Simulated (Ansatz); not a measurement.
**TiO2: a relaxation**

The task: find the equilibrium cell of TiO2.

A COD entry behind a cell of this session may itself be a prediction, so a difference from it is no test against experiment.

Computed with Ansatz 0.2.0 (DFT r2SCAN+U, scalar-relativistic, plane waves, PAW, unless a step's input says otherwise).

1 further run of the same task is left out (set aside as unsound or not needed). Runs told in other sessions of the task aren't counted.

**1. The system as given**

It takes space group P3_121 (No. 152, trigonal). Conventional cell: a = 5.291 Å, b = 5.291 Å, c = 6.133 Å, α = 90.00°, β = 90.00°, γ = 120.00°. Ti (site symmetry 2) has 4 O at 1.73 to 1.88 Å in its first shell of neighbours. O (site symmetry 1) is surrounded by 2 Ti at 1.73 to 1.88 Å.

As a file:

```
Ti O
1.0
     5.29100    0.00000    0.00000
    -2.64550    4.58214    0.00000
     0.00000    0.00000    6.13300
Ti O
3 6
Direct
  0.45300 0.00000 0.33333
  0.00000 0.45300 0.66667
  0.54700 0.54700 0.00000
  0.40800 0.30300 0.21500
  0.69700 0.10500 0.54833
  0.89500 0.59200 0.88167
  0.30300 0.40800 0.78500
  0.10500 0.69700 0.45167
  0.59200 0.89500 0.11833
```

The structure comes from the Crystallography Open Database.

(A quick probe on a coarse mesh, which set the mesh and smearing, is not shown.)

**3. Rough relaxation on the coarse mesh**

File input.yaml:

```yaml
crystal:
  lattice:
    - [5.2909998218, 0.0, 0.0]
    - [-2.6454999109, 4.5821402571, 0.0]
    - [0.0, 0.0, 6.133]
  atoms:
    - { symbol: Ti, position: [0.453, 0.0, 0.3333333333] }
    - { symbol: Ti, position: [0.0, 0.453, 0.6666666667] }
    - { symbol: Ti, position: [0.547, 0.547, 0.0] }
    - { symbol: O, position: [0.408, 0.303, 0.215] }
    - { symbol: O, position: [0.697, 0.105, 0.5483333333] }
    - { symbol: O, position: [0.895, 0.592, 0.8816666667] }
    - { symbol: O, position: [0.303, 0.408, 0.785] }
    - { symbol: O, position: [0.105, 0.697, 0.4516666667] }
    - { symbol: O, position: [0.592, 0.895, 0.1183333333] }
basis:
  ecutwfc: 500
kpoints:
  mp_grid: { grid: [6, 6, 4] }
hamiltonian:
  xc: r2scan
  hubbard: { sites: [{ species: Ti, l: d, u_eff: 4.0 }] }
scf:
  occupations: { method: gaussian, width: 0.1 }
output:
  forces: true
  stress: true
  eigenvalues: true
relax:
  adjacent_minimum: "off"
  f_tol: 0.05
  max_steps: 80
  cell: { stress_tol: 0.5 }
```

Run with:

```sh
> ansatz run input.yaml --threads 2 --pin off --max-ram 5120MiB --backend cpu --events-out ev --progress --plain --runs-dir out
```

The session goes on with these runs: relaxing cell and atoms.

Q: Predict the outcome of this session. Wanted: relaxed cell; volume; gap on the mesh.

As calculated:

| quantity | value |
| --- | --- |
| relaxed cell | a = 5.588 Å, b = 5.588 Å, c = 6.101 Å, α = 90.00°, β = 90.00°, γ = 120.00° |
| space group (0.01 Å) | P3_121 (No. 152) |
| volume | 18.33 Å³/atom |
| gap on the mesh | 4.46 eV |

The cell grew by 11.0 % in volume on relaxing. The shape changed too: the edges of the input's cell moved by +5.6, +5.6, -0.5 %.
